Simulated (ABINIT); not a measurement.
Runs of ABINIT 10.8.3 (patched build) on HfO2. Symmetry: Fm-3m, No. 225, cubic system. Conventional cell: a = 5.115 Å, b = 5.115 Å, c = 5.115 Å, α = 90.00°, β = 90.00°, γ = 90.00°. Hf (site symmetry m-3m) is surrounded by 8 O at 2.21 Å. Around O (site symmetry -43m) lie 4 Hf at 2.21 Å. Measurements of this composition are mostly on another form, of space group No. 14.

| task | level | potentials or basis | k mesh | cutoff (eV) | fine-grid cutoff | mesh quality | gap on the mesh (eV) | pressure (GPa) | V0 of scaled cells (Å³/atom) | B0 (GPa) |
| --- | --- | --- | --- | --- | --- | --- | --- | --- | --- | --- |
| single point | PBE | JTH PAW PBE v2.0 | 4 × 4 × 4 | 626 | 1224.51 eV | coarse | 3.74 | -5.8 | - | - |
| equation of state | revPBE | JTH PAW PBE v2.0 | 9 × 9 × 9 | 626 | 1224.51 eV | not flagged | - | - | 11.07 | (a) |
| band structure | LDA-PZ | JTH PAW LDA v2.0 | 9 × 9 × 9 | 626 | 1224.51 eV | not flagged | 3.63 | -19.7 | - | - |
| single point | PBE | JTH PAW PBE v2.0 | 12 × 12 × 12 | 626 | 1224.51 eV | not flagged | 3.74 | -5.8 | - | - |
| single point | r2SCAN | JTH PAW PBE v2.0 | 5 × 5 × 5 | 762 | 1360.57 eV | coarse | 4.54 | - | - | - |
| equation of state | revPBE+D3 | JTH PAW PBE v2.0 | 9 × 9 × 9 | 626 | 1224.51 eV | not flagged | - | - | 10.79 | (b) |
| band structure | WC | JTH PAW PBE v2.0 | 9 × 9 × 9 | 626 | 1224.51 eV | not flagged | 3.72 | -12.8 | - | - |
| single point | LDA | JTH PAW LDA v2.0 | 12 × 12 × 12 | 626 | 1224.51 eV | not flagged | (c) | -20.0 | - | - |
| band structure | BLYP | JTH PAW PBE v2.0 | 9 × 9 × 9 | 626 | 1224.51 eV | not flagged | 3.90 | 0.7 | - | - |
| single point | LDA | JTH PAW LDA v2.0 | 7 × 7 × 7 | 626 | 1224.51 eV | not flagged | 3.71 | -20.0 | - | - |
| band structure | TB-mBJ | JTH PAW LDA v2.0 | 9 × 9 × 9 | 762 | 1360.57 eV | not flagged | 5.85 | - | - | - |
| equation of state | r2SCAN | JTH PAW PBE v2.0 | 5 × 5 × 5 | 762 | 1360.57 eV | coarse | - | - | 10.65 | 278 |

Alike in all rows: no spin polarisation; cell as given; smearing fermi-dirac 0.05 eV.

**Question.** Fill in the values left out.

**Answer.** (a) 241; (b) 252; (c) 3.52.

Caveats: some runs use coarse meshes; spin-orbit coupling is left out, which moves the levels of the heavy elements (some runs); the PAW data sets were made with another functional, which shifts forces and pressure a little (some runs); pressures at fixed basis lie under the slope of the energies (some runs); so large a pressure means that the cell lies far from this level's equilibrium, or that cutoff or potentials fall short (some runs); the mesh misses the band edges, which the band path finds closer together (some runs); an odd mesh through Γ misses points on the zone boundary, where band edges often lie (some runs).

A k mesh can miss the band edges, and the runs leave out spin-orbit coupling on Hf.

Not every run made on this cell is shown here.
